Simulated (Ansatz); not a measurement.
Runs of Ansatz 0.2.0 on MgO. It takes space group Fm-3m (No. 225, cubic). The conventional cell has a = 4.194 Å, b = 4.194 Å, c = 4.194 Å, α = 90.00°, β = 90.00°, γ = 90.00°. Around Mg (site symmetry m-3m) lie 6 O at 2.10 Å. Around O (site symmetry m-3m) lie 6 Mg at 2.10 Å. The cell is a database's computed one.

| task | level | cell | points for each segment of the path | gap on the mesh (eV) | pressure (GPa) | relaxed volume (Å³/atom) |
| --- | --- | --- | --- | --- | --- | --- |
| relaxation of cell and atoms | PBE0 | relaxed | - | 7.30 | 0.0 | 9.27 |
| band structure | HSE03 | as given | 4 | 6.37 | (a) | - |
| band structure | PBE0 | as given | 4 | 7.36 | (b) | - |
| relaxation of cell and atoms | HSE03 | relaxed | - | (c) | 0.0 | 9.28 |

Alike in all rows: potentials or basis Ansatz PAW; no spin polarisation; k mesh 6 × 6 × 6; cutoff (eV) 420; smearing fermi-dirac 0.05 eV; the mesh is coarse, so values aren't converged.

Question: Estimate the missing entries.

Answer: (a) 1.1; (b) 1.0; (c) 6.31.

Caveats: all runs use coarse meshes; the PAW data sets come from PBE, with cores solved anew for the run's functional, which leaves a small shift of forces and pressure; the plane-wave basis is chosen anew once the cell has moved, so the energies of steps on either side of that aren't comparable (some runs); the thresholds are loose for stress (some runs).

